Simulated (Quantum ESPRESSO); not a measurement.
# Sn (I4_1/amd) in Quantum ESPRESSO: further runs

The runs below take Sn through single point, equation of state, with r2SCAN.

All numbers are computed with Quantum ESPRESSO 7.5; they aren't measurements. Logs are shortened: lines on timing, memory, paths and dates and some standing lists are left out, and cuts for length are marked.

## (1) The crystal as given

Symmetry: I4_1/amd, No. 141, tetragonal system. Conventional cell: a = 5.880 Å, b = 5.880 Å, c = 3.199 Å, α = 90.00°, β = 90.00°, γ = 90.00°. Sn (site symmetry -4m2) has 6 Sn at 3.05 to 3.20 Å as nearest neighbours.

## (2) Single point, r2SCAN, 25.99 Å³/atom

Input file pw.in:

```
&CONTROL
  calculation = 'scf'
  prefix = 'pwscf'
  outdir = './tmp'
  pseudo_dir = './pseudo'
  tstress = .true.
  disk_io = 'nowf'
/
&SYSTEM
  ibrav = 0
  nat = 2
  ntyp = 1
  ecutwfc = 70
  nbnd = 21
  input_dft = 'r2scan'
  occupations = 'smearing'
  smearing = 'fd'
  degauss = 0.00367493
  nosym = .true.
  nr1 = 48
  nr2 = 48
  nr3 = 48
/
&ELECTRONS
  conv_thr = 1d-08
  electron_maxstep = 120
  mixing_beta = 0.5
/
ATOMIC_SPECIES
Sn   118.7100 Sn_ONCV_PBE-1.2.upf
CELL_PARAMETERS angstrom
  -2.8801207477    2.8801207477    1.5666540120
   2.8801207477   -2.8801207477    1.5666540120
   2.8801207477    2.8801207477   -1.5666540120
ATOMIC_POSITIONS crystal
Sn     0.0000000000    0.0000000000    0.0000000000
Sn     0.7500000000    0.2500000000    0.5000000000
K_POINTS automatic
4 4 4 0 0 0
```

Potentials or basis: SG15 PBE 1.2.

Command:

```sh
> OMP_NUM_THREADS=1 mpirun -n 2 pw.x -nk 2 -in pw.in > pw.out
```

pw.out:

```text
This program is part of the open-source Quantum ESPRESSO suite
     for quantum simulation of materials; please cite
         "P. Giannozzi et al., J. Phys.:Condens. Matter 21 395502 (2009);
         "P. Giannozzi et al., J. Phys.:Condens. Matter 29 465901 (2017);
         "P. Giannozzi et al., J. Chem. Phys. 152 154105 (2020);
     in publications or presentations arising from this work. More details at

     IMPORTANT: XC functional enforced from input :
     Exchange-correlation= R2SCAN
                           (   0   0   0   0   0 497 498)
     Any further DFT definition will be discarded
     Please, verify this is what you really want

     K-points division:     npool     =       2
     Subspace diagonalization in iterative solution of the eigenvalue problem:
     a serial algorithm will be used

     G-vector sticks info
     --------------------
     sticks:   dense  smooth     PW     G-vecs:    dense   smooth      PW
     Sum        1007    1007    339                27687    27687    5389

     Using Slab Decomposition

     bravais-lattice index     =            0
     lattice parameter (alat)  =       8.2468  a.u.
     unit-cell volume          =     350.7931 (a.u.)^3
     number of atoms/cell      =            2
     number of atomic types    =            1
     number of electrons       =        28.00
     number of Kohn-Sham states=           21
     kinetic-energy cutoff     =      70.0000  Ry
     charge density cutoff     =     280.0000  Ry
     scf convergence threshold =      1.0E-08
     mixing beta               =       0.5000
     number of iterations used =            8  plain     mixing
     Exchange-correlation= R2SCAN
                           (   0   0   0   0   0 497 498)

     celldm(1)=   8.246786  celldm(2)=   0.000000  celldm(3)=   0.000000
     celldm(4)=   0.000000  celldm(5)=   0.000000  celldm(6)=   0.000000

     crystal axes: (cart. coord. in units of alat)
               a(1) = (  -0.659971   0.659971   0.358994 )
               a(2) = (   0.659971  -0.659971   0.358994 )
               a(3) = (   0.659971   0.659971  -0.358994 )

     reciprocal axes: (cart. coord. in units 2 pi/alat)
               b(1) = (  0.000000  0.757609  1.392781 )
               b(2) = (  0.757609  0.000000  1.392781 )
               b(3) = (  0.757609  0.757609  0.000000 )

     PseudoPot. # 1 for Sn read from file:
     Sn_ONCV_PBE-1.2.upf
     Pseudo is Norm-conserving, Zval = 14.0
     Generated using ONCVPSP code by D. R. Hamann
     Using radial grid of  602 points,  6 beta functions with:
                l(1) =   0
                l(2) =   0
                l(3) =   1
                l(4) =   1
                l(5) =   2
                l(6) =   2

     atomic species   valence    mass     pseudopotential
     Sn               14.00   118.71000     Sn( 1.00)

     No symmetry found

   Cartesian axes

     site n.     atom                  positions (alat units)
         1        Sn     tau(   1) = (   0.0000000   0.0000000   0.0000000  )
         2        Sn     tau(   2) = (   0.0000000   0.6599709   0.1794970  )

     number of k points=    36  Fermi-Dirac smearing, width (Ry)=  0.0037
                       cart. coord. in units 2pi/alat
        k(    1) = (   0.0000000   0.0000000   0.0000000), wk =   0.0312500
        k(    2) = (   0.1894023   0.1894023   0.0000000), wk =   0.0625000
        k(    3) = (  -0.3788046  -0.3788046   0.0000000), wk =   0.0312500
        k(    4) = (   0.1894023   0.0000000   0.3481952), wk =   0.0625000
        k(    5) = (   0.3788046   0.1894023   0.3481952), wk =   0.0625000
        k(    6) = (  -0.1894023  -0.3788046   0.3481952), wk =   0.0625000
[... 28 lines left out ...]
        k(   35) = (  -0.1894023  -0.1894023  -1.3927809), wk =   0.0625000
        k(   36) = (  -0.7576091  -0.7576091  -1.3927809), wk =   0.0312500

     Dense  grid:    27687 G-vectors     FFT dimensions: (  48,  48,  48)

     WARNING: libxc functional with ID  497 depends
      on external parameters: check the user_guide of
      QE if you need to modify them or to check their
      default values.

     WARNING: libxc functional with ID  498 depends
      on external parameters: check the user_guide of
      QE if you need to modify them or to check their
      default values.

     Initial potential from superposition of free atoms

     starting charge      27.8267, renormalised to      28.0000
     Starting wfcs are random

     Self-consistent Calculation

     iteration #  1     ecut=    70.00 Ry     beta= 0.50
     Davidson diagonalization with overlap
     ethr =  1.00E-02,  avg # of iterations =  8.4

     total energy              =    -239.60953018 Ry
     estimated scf accuracy    <      27.12010718 Ry

     iteration #  2     ecut=    70.00 Ry     beta= 0.50
     Davidson diagonalization with overlap
     ethr =  1.00E-02,  avg # of iterations =  1.0

     total energy              =    -239.80892699 Ry
     estimated scf accuracy    <       8.55472585 Ry

     iteration #  3     ecut=    70.00 Ry     beta= 0.50
     Davidson diagonalization with overlap
     ethr =  1.00E-02,  avg # of iterations =  1.0

     total energy              =    -239.81983612 Ry
     estimated scf accuracy    <       0.10797157 Ry

     iteration #  4     ecut=    70.00 Ry     beta= 0.50
     Davidson diagonalization with overlap
     ethr =  3.86E-04,  avg # of iterations =  1.9

     total energy              =    -239.82035757 Ry
     estimated scf accuracy    <       0.00138823 Ry

     iteration #  5     ecut=    70.00 Ry     beta= 0.50
     Davidson diagonalization with overlap
     ethr =  4.96E-06,  avg # of iterations =  7.0

     total energy              =    -239.82046789 Ry
     estimated scf accuracy    <       0.00030934 Ry

     iteration #  6     ecut=    70.00 Ry     beta= 0.50
     Davidson diagonalization with overlap
     ethr =  1.10E-06,  avg # of iterations =  1.0

     total energy              =    -239.82047727 Ry
     estimated scf accuracy    <       0.00000391 Ry

     iteration #  7     ecut=    70.00 Ry     beta= 0.50
     Davidson diagonalization with overlap
     ethr =  1.40E-08,  avg # of iterations =  2.0

     total energy              =    -239.82047796 Ry
     estimated scf accuracy    <       0.00000058 Ry

     iteration #  8     ecut=    70.00 Ry     beta= 0.50
     Davidson diagonalization with overlap
     ethr =  2.09E-09,  avg # of iterations =  1.0

     total energy              =    -239.82047799 Ry
     estimated scf accuracy    <       0.00000002 Ry

     iteration #  9     ecut=    70.00 Ry     beta= 0.50
     Davidson diagonalization with overlap
     ethr =  5.95E-11,  avg # of iterations =  2.3

     total energy              =    -239.82047799 Ry
     estimated scf accuracy    <       0.00000004 Ry

     iteration # 10     ecut=    70.00 Ry     beta= 0.50
     Davidson diagonalization with overlap
     ethr =  5.95E-11,  avg # of iterations =  1.1

     End of self-consistent calculation

          k = 0.0000 0.0000 0.0000 (  3467 PWs)   bands (ev):

    -8.4286  -8.2976  -8.2581  -8.2329  -8.0222  -8.0222  -8.0097  -8.0097
    -7.9036  -7.7726   1.1272   9.2705  10.9482  10.9482  16.8392  19.8808
    19.8808  20.6315  20.6743  24.1948  24.9030

          k = 0.1894 0.1894 0.0000 (  3462 PWs)   bands (ev):

    -8.3624  -8.3070  -8.2653  -8.2018  -8.0626  -7.9989  -7.9947  -7.9864
    -7.9409  -7.8319   1.7340   6.4441  11.6882  12.9259  16.9661  17.6967
    19.3485  20.1285  20.3444  24.2467  24.3682

          k =-0.3788-0.3788 0.0000 (  3436 PWs)   bands (ev):

    -8.3039  -8.3039  -8.2014  -8.2014  -8.0756  -8.0756  -7.9672  -7.9672
    -7.9252  -7.9252   3.5461   3.5461  13.7974  13.7974  14.9959  14.9959
    19.7784  19.7784  23.8391  23.8391  25.1675

          k = 0.1894 0.0000 0.3482 (  3460 PWs)   bands (ev):

    -8.3800  -8.2067  -8.1861  -8.1314  -8.1023  -8.0444  -8.0370  -8.0070
    -7.9311  -7.8149   2.4698   8.6051  11.2194  13.6513  14.4111  15.5331
    17.9057  18.1917  19.2574  21.3214  22.7529

          k = 0.3788 0.1894 0.3482 (  3468 PWs)   bands (ev):

    -8.3015  -8.2110  -8.2028  -8.1371  -8.1188  -8.0362  -7.9998  -7.9795
    -7.9605  -7.8886   3.6672   5.9692  11.6386  13.0143  14.5720  15.4614
    17.0438  19.0188  21.8495  23.3114  24.2404

          k =-0.1894-0.3788 0.3482 (  3468 PWs)   bands (ev):

    -8.3015  -8.2110  -8.2028  -8.1371  -8.1188  -8.0362  -7.9998  -7.9795
    -7.9605  -7.8886   3.6672   5.9692  11.6386  13.0143  14.5720  15.4614
    17.0438  19.0188  21.8495  23.3114  24.2404

          k = 0.0000-0.1894 0.3482 (  3460 PWs)   bands (ev):

    -8.3800  -8.2067  -8.1861  -8.1314  -8.1023  -8.0444  -8.0370  -8.0070
    -7.9311  -7.8149   2.4698   8.6051  11.2194  13.6513  14.4111  15.5331
    17.9057  18.1917  19.2574  21.3214  22.7529

          k =-0.3788-0.0000-0.6964 (  3470 PWs)   bands (ev):

    -8.3245  -8.2220  -8.2013  -8.1495  -8.1067  -8.0918  -7.9741  -7.9074
    -7.8955  -7.8446   5.7103   7.3415  10.7076  11.2610  11.8853  15.9293
    16.2627  18.3100  21.2522  23.8437  24.2853

          k =-0.1894 0.1894-0.6964 (  3469 PWs)   bands (ev):

    -8.3421  -8.2177  -8.1581  -8.1458  -8.1295  -8.0718  -7.9924  -7.9680
    -7.8549  -7.8372   5.5821   8.0722   9.1743  11.2797  13.8198  14.2682
    17.6689  17.7068  21.7212  22.5750  23.2756

          k =-0.7576-0.3788-0.6964 (  3470 PWs)   bands (ev):

    -8.3245  -8.2220  -8.2013  -8.1495  -8.1067  -8.0918  -7.9741  -7.9074
    -7.8955  -7.8446   5.7103   7.3415  10.7076  11.2610  11.8853  15.9293
    16.2627  18.3100  21.2522  23.8437  24.2853

          k = 0.0000 0.1894 0.3482 (  3460 PWs)   bands (ev):

    -8.3800  -8.2067  -8.1861  -8.1314  -8.1023  -8.0444  -8.0370  -8.0070
    -7.9311  -7.8149   2.4698   8.6051  11.2194  13.6513  14.4111  15.5331
    17.9057  18.1917  19.2574  21.3214  22.7529

          k = 0.1894 0.3788 0.3482 (  3468 PWs)   bands (ev):

    -8.3015  -8.2110  -8.2028  -8.1371  -8.1188  -8.0362  -7.9998  -7.9795
    -7.9605  -7.8886   3.6672   5.9692  11.6386  13.0143  14.5720  15.4614
    17.0438  19.0188  21.8495  23.3114  24.2404

          k =-0.3788-0.1894 0.3482 (  3468 PWs)   bands (ev):

    -8.3015  -8.2110  -8.2028  -8.1371  -8.1188  -8.0362  -7.9998  -7.9795
    -7.9605  -7.8886   3.6672   5.9692  11.6386  13.0143  14.5720  15.4614
    17.0438  19.0188  21.8495  23.3114  24.2404

          k =-0.1894 0.0000 0.3482 (  3460 PWs)   bands (ev):

    -8.3800  -8.2067  -8.1861  -8.1314  -8.1023  -8.0444  -8.0370  -8.0070
    -7.9311  -7.8149   2.4698   8.6051  11.2194  13.6513  14.4111  15.5331
    17.9057  18.1917  19.2574  21.3214  22.7529
[... 103 lines left out ...]
          k =-0.1894-0.7576-0.3482 (  3482 PWs)   bands (ev):

    -8.2849  -8.2197  -8.1318  -8.1250  -8.0782  -8.0485  -8.0366  -7.9992
    -7.9902  -7.9246   4.7725   6.2189   9.3478  10.6509  12.3398  17.7003
    20.4236  21.0886  24.5331  24.6730  25.4478

          k = 0.0000-0.5682-0.3482 (  3482 PWs)   bands (ev):

    -8.2849  -8.2197  -8.1318  -8.1250  -8.0782  -8.0485  -8.0366  -7.9992
    -7.9902  -7.9246   4.7725   6.2189   9.3478  10.6509  12.3398  17.7003
    20.4236  21.0886  24.5331  24.6730  25.4478

          k =-0.3788-0.3788-1.3928 (  3436 PWs)   bands (ev):

    -8.3039  -8.3039  -8.2014  -8.2014  -8.0756  -8.0756  -7.9672  -7.9672
    -7.9252  -7.9252   3.5461   3.5461  13.7974  13.7974  14.9959  14.9959
    19.7784  19.7784  23.8391  23.8391  25.1675

          k =-0.1894-0.1894-1.3928 (  3466 PWs)   bands (ev):

    -8.3141  -8.3141  -8.1534  -8.1534  -8.0648  -8.0647  -7.9854  -7.9853
    -7.9574  -7.9573   4.0997   4.0997  10.1391  10.1391  18.9537  18.9537
    19.9011  19.9011  25.2708  25.2708  25.7487

          k =-0.7576-0.7576-1.3928 (  3468 PWs)   bands (ev):

    -8.3190  -8.3189  -8.0847  -8.0847  -8.0516  -8.0516  -8.0178  -8.0178
    -8.0033  -8.0033   5.0232   5.0232   7.9857   7.9857  18.7549  18.7549
    23.2937  23.2937  27.2484  27.2484  27.7290

     the Fermi energy is    13.1992 ev

!    total energy              =    -239.82047799 Ry
     estimated scf accuracy    <          8.3E-10 Ry
     smearing contrib. (-TS)   =      -0.00053227 Ry
     internal energy E=F+TS    =    -239.81994572 Ry

     The total energy is F=E-TS. E is the sum of the following terms:
     one-electron contribution =     -54.86595624 Ry
     hartree contribution      =      43.28136767 Ry
     xc contribution           =     -28.07396638 Ry
     ewald contribution        =    -200.16139077 Ry

     convergence has been achieved in  10 iterations

     Computing stress (Cartesian axis) and pressure

          total   stress  (Ry/bohr**3)                   (kbar)     P=       18.86
   0.00000809   0.00000000   0.00000000            1.19        0.00        0.00
   0.00000000   0.00000809  -0.00000000            0.00        1.19       -0.00
   0.00000000  -0.00000000   0.00036835            0.00       -0.00       54.19

=------------------------------------------------------------------------------=
   JOB DONE.
=------------------------------------------------------------------------------=
```

Wall time 62 s (2 MPI ranks of Intel Xeon 6975P-C (Granite Rapids), shared host); peak memory 0.24 GiB.

Results:

```
Free energy            : -3262.9238 eV
Pressure               : 1.9 GPa
Band gap on the k mesh : none (metal or under the smearing width)
```

Caveat: the k mesh is coarse (spacing up to 0.57 Å⁻¹), so the values aren't converged; the potentials were made for another functional, which shifts forces and pressure.

## (3) Single point, r2SCAN, 26.54 Å³/atom

Changes to pw.in since step 2:

```diff
@@ -31,5 +31,5 @@
 CELL_PARAMETERS angstrom
-  -2.8801207477    2.8801207477    1.5666540120
-   2.8801207477   -2.8801207477    1.5666540120
-   2.8801207477    2.8801207477   -1.5666540120
+  -2.9004039564    2.9004039564    1.5776871502
+   2.9004039564   -2.9004039564    1.5776871502
+   2.9004039564    2.9004039564   -1.5776871502
 ATOMIC_POSITIONS crystal
```

Potentials or basis: SG15 PBE 1.2.

Command:

```sh
> OMP_NUM_THREADS=1 mpirun -n 2 pw.x -nk 2 -in pw.in > pw.out
```

Run time: 62 s. Hardware: 2 MPI ranks of Intel Xeon 6975P-C (Granite Rapids), shared host; peak memory 0.22 GiB.

Results (log left out):

```yaml
Free_energy: -3262.9324 eV
Pressure: 0.6 GPa
Band_gap_on_the_k_mesh: none (metal or under the smearing width)
```

Caveat: the k mesh is coarse (spacing up to 0.57 Å⁻¹), so the values aren't converged; the potentials were made for another functional, which shifts forces and pressure.

## (4) Single point, r2SCAN, 27.10 Å³/atom

Changes to pw.in since step 3:

```diff
@@ -31,5 +31,5 @@
 CELL_PARAMETERS angstrom
-  -2.9004039564    2.9004039564    1.5776871502
-   2.9004039564   -2.9004039564    1.5776871502
-   2.9004039564    2.9004039564   -1.5776871502
+  -2.9204073745    2.9204073745    1.5885680951
+   2.9204073745   -2.9204073745    1.5885680951
+   2.9204073745    2.9204073745   -1.5885680951
 ATOMIC_POSITIONS crystal
```

Command:

```sh
> OMP_NUM_THREADS=1 mpirun -n 2 pw.x -nk 2 -in pw.in > pw.out
```

Wall time 50 s (2 MPI ranks of Intel Xeon 6975P-C (Granite Rapids), shared host); peak memory 0.24 GiB.

Results (log left out):

| Item | Value |
| --- | --- |
| Free energy | -3262.9323 eV |
| Pressure | -0.6 GPa |
| Band gap on the k mesh | none (metal or under the smearing width) |

Caveat: the k mesh is coarse (spacing up to 0.56 Å⁻¹), so the values aren't converged; the potentials were made for another functional, which shifts forces and pressure.

## (5) Single point, r2SCAN, 27.65 Å³/atom

Changes to pw.in since step 4:

```diff
@@ -31,5 +31,5 @@
 CELL_PARAMETERS angstrom
-  -2.9204073745    2.9204073745    1.5885680951
-   2.9204073745   -2.9204073745    1.5885680951
-   2.9204073745    2.9204073745   -1.5885680951
+  -2.9401404553    2.9401404553    1.5993019889
+   2.9401404553   -2.9401404553    1.5993019889
+   2.9401404553    2.9401404553   -1.5993019889
 ATOMIC_POSITIONS crystal
```

Command:

```sh
> OMP_NUM_THREADS=1 mpirun -n 2 pw.x -nk 2 -in pw.in > pw.out
```

It took 61 s on 2 MPI ranks of Intel Xeon 6975P-C (Granite Rapids), shared host; peak memory 0.22 GiB.

Results (log left out):

| Property | Result |
| --- | --- |
| Free energy | -3262.9246 eV |
| Pressure | -1.6 GPa |
| Band gap on the k mesh | none (metal or under the smearing width) |

Caveat: the k mesh is coarse (spacing up to 0.56 Å⁻¹), so the values aren't converged; the potentials were made for another functional, which shifts forces and pressure.

## (6) Single point, r2SCAN, 28.20 Å³/atom

Changes to pw.in since step 5:

```diff
@@ -31,5 +31,5 @@
 CELL_PARAMETERS angstrom
-  -2.9401404553    2.9401404553    1.5993019889
-   2.9401404553   -2.9401404553    1.5993019889
-   2.9401404553    2.9401404553   -1.5993019889
+  -2.9596121516    2.9596121516    1.6098937015
+   2.9596121516   -2.9596121516    1.6098937015
+   2.9596121516    2.9596121516   -1.6098937015
 ATOMIC_POSITIONS crystal
```

Potentials or basis: SG15 PBE 1.2.

Command:

```sh
> OMP_NUM_THREADS=1 mpirun -n 2 pw.x -nk 2 -in pw.in > pw.out
```

Run time: 54 s. Hardware: 2 MPI ranks of Intel Xeon 6975P-C (Granite Rapids), shared host; peak memory 0.24 GiB.

The run converged. Its results:

* Free energy: -3262.9103 eV
* Pressure: -2.6 GPa
* Band gap on the k mesh: none (metal or under the smearing width)

Caveat: the k mesh is coarse (spacing up to 0.56 Å⁻¹), so the values aren't converged; the potentials were made for another functional, which shifts forces and pressure.

## (7) Single point, r2SCAN, 28.76 Å³/atom

Changes to pw.in since step 6:

```diff
@@ -31,5 +31,5 @@
 CELL_PARAMETERS angstrom
-  -2.9596121516    2.9596121516    1.6098937015
-   2.9596121516   -2.9596121516    1.6098937015
-   2.9596121516    2.9596121516   -1.6098937015
+  -2.9788309508    2.9788309508    1.6203478496
+   2.9788309508   -2.9788309508    1.6203478496
+   2.9788309508    2.9788309508   -1.6203478496
 ATOMIC_POSITIONS crystal
```

Command:

```sh
> OMP_NUM_THREADS=1 mpirun -n 2 pw.x -nk 2 -in pw.in > pw.out
```

Run time: 60 s. Hardware: 2 MPI ranks of Intel Xeon 6975P-C (Granite Rapids), shared host; peak memory 0.24 GiB.

Results (log left out):

```yaml
Free_energy: -3262.8900 eV
Pressure: -3.4 GPa
Band_gap_on_the_k_mesh: none (metal or under the smearing width)
```

Caveat: the k mesh is coarse (spacing up to 0.55 Å⁻¹), so the values aren't converged; the potentials were made for another functional, which shifts forces and pressure.

## (8) Single point, r2SCAN, 29.31 Å³/atom

Changes to pw.in since step 7:

```diff
@@ -31,5 +31,5 @@
 CELL_PARAMETERS angstrom
-  -2.9788309508    2.9788309508    1.6203478496
-   2.9788309508   -2.9788309508    1.6203478496
-   2.9788309508    2.9788309508   -1.6203478496
+  -2.9978049079    2.9978049079    1.6306688148
+   2.9978049079   -2.9978049079    1.6306688148
+   2.9978049079    2.9978049079   -1.6306688148
 ATOMIC_POSITIONS crystal
```

Command:

```sh
> OMP_NUM_THREADS=1 mpirun -n 2 pw.x -nk 2 -in pw.in > pw.out
```

Wall time 54 s (2 MPI ranks of Intel Xeon 6975P-C (Granite Rapids), shared host); peak memory 0.26 GiB.

The run converged. Its results:

| Quantity | Value |
| --- | --- |
| Free energy | -3262.8646 eV |
| Pressure | -4.0 GPa |
| Band gap on the k mesh | none (metal or under the smearing width) |

Caveat: the k mesh is coarse (spacing up to 0.55 Å⁻¹), so the values aren't converged; the potentials were made for another functional, which shifts forces and pressure.

## (9) Equation of state, r2SCAN

Potentials or basis: SG15 PBE 1.2.

This step only gathers the single runs of the series.

Results:

```
Equilibrium volume                        : 26.81 Å³/atom
Bulk modulus at fixed shape and positions : 57 GPa
Pressure derivative of the bulk modulus   : 5.2
```

Energy against volume, from the lowest point:
```tsv
volume (Å³/atom)	energy (meV/atom)
25.991	4.28
26.544	0.00
27.097	0.03
27.650	3.87
28.203	11.06
28.756	21.18
29.309	33.87
```

Caveat: the k mesh is coarse (spacing up to 0.56 Å⁻¹), so the values aren't converged; the potentials were made for another functional, which shifts forces and pressure; the cell was scaled at fixed shape and fractional positions, which overstates the stiffness of a crystal with free parameters, most of all of layers and chains.
